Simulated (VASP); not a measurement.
# HfO2: relaxation of cell and atoms with LDA

Crystal: HfO2.

```
CELL_PARAMETERS angstrom
4.81353 0.00000 0.00000
0.00000 4.81353 0.00000
0.00000 0.00000 3.20542
ATOMIC_POSITIONS crystal
Hf 0.50000 0.50000 0.50000
Hf 0.00000 0.00000 0.00000
O 0.80504 0.19496 0.50000
O 0.69496 0.69496 0.00000
O 0.30504 0.30504 0.00000
O 0.19496 0.80504 0.50000
```

Measurements of this composition are mostly on another form, of space group No. 14.

* Program: VASP 6.6.1
* Task: relaxation of cell and atoms
* Functional: LDA
* Potentials or basis: VASP PAW LDA potentials, release 64 (Hf_pv, O)
* Cutoff: 600 eV
* k mesh: 6 × 6 × 8
* Occupations: fermi-dirac, width 0.05 eV
* Spin: no spin polarisation
* Further INCAR settings: ALGO = Normal; EDIFF = 1e-06; IBRION = 2; EDIFFG = -0.02; NSW = 40; ISIF = 3

```yaml
Relaxed_volume: 12.05 Å³/atom
Relaxed_cell: a = 4.771 Å, b = 4.771 Å, c = 3.178 Å, α = 90.00°, β = 90.00°, γ = 90.00°
Space_group_after_relaxing_to_0.05_Å: P4_2/mnm (No. 136)
Energy_gained_by_relaxing: 6.4 meV/atom
Ionic_steps: 5
Pressure_after_relaxing: 0.0 GPa
Largest_force_after_relaxing: 0.018 eV/Å
Band_gap_on_the_k_mesh: 3.87 eV, direct
```

Forces on the atoms (eV/Å):
```
Hf   0.000  0.000  0.000
Hf   0.000  0.000  0.000
O    0.013 -0.013  0.000
O   -0.013 -0.013  0.000
O    0.013  0.013  0.000
O   -0.013  0.013  0.000
```

Stress tensor (GPa, compression positive):
```
 0.08  0.00  0.00
 0.00  0.08  0.00
 0.00  0.00 -0.07
```

The path:
| step | energy change (eV) | largest force (eV/Å) | pressure (GPa) | volume (Å³) |
| --- | --- | --- | --- | --- |
| 1 | 0.0000 | 0.0789 | -6.22 | 74.27 |
| 2 | 0.0880 | 0.3459 | 12.58 | 69.23 |
| 3 | -0.0378 | 0.0522 | -0.09 | 72.44 |
| 4 | -0.0378 | 0.0551 | -0.07 | 72.40 |
| 5 | -0.0383 | 0.0178 | 0.03 | 72.32 |

Final structure:
```xyz
6
Lattice="4.7705 0.0000 0.0000 0.0000 4.7705 0.0000 0.0000 0.0000 3.1777" Properties=species:S:1:pos:R:3 pbc="T T T"
Hf    2.3853    2.3853    1.5889
Hf    0.0000    0.0000    0.0000
O     3.8398    0.9307    1.5889
O     3.3160    3.3160    0.0000
O     1.4545    1.4545    0.0000
O     0.9307    3.8398    1.5889
```

Levels at points of the mesh, in eV from the valence-band top:
```tsv
k point	band 20	band 21	band 22	band 23	band 24	band 25
(0.00, 0.00, 0.00)	-0.50	-0.50	0.00	3.87	4.04	5.20
(0.50, 0.00, 0.00)	-1.49	-0.70	-0.70	4.59	4.59	6.26
(0.50, 0.50, 0.00)	-1.13	-0.82	-0.82	4.14	4.14	5.65
(0.00, 0.00, 0.50)	-2.07	-0.96	-0.96	5.62	5.62	6.12
(0.50, 0.00, 0.50)	-1.77	-0.97	-0.97	4.08	4.08	6.38
(0.50, 0.50, 0.50)	-1.17	-0.50	-0.50	5.08	5.08	5.88
```

Wall time 5.1 min on 1 thread of Intel(R) Xeon(R) Platinum 8488C (Sapphire Rapids) (shared host), peak memory 0.24 GiB.

Caveat: spin-orbit coupling is left out, which moves the levels of the heavy elements. A k mesh can miss the band edges.
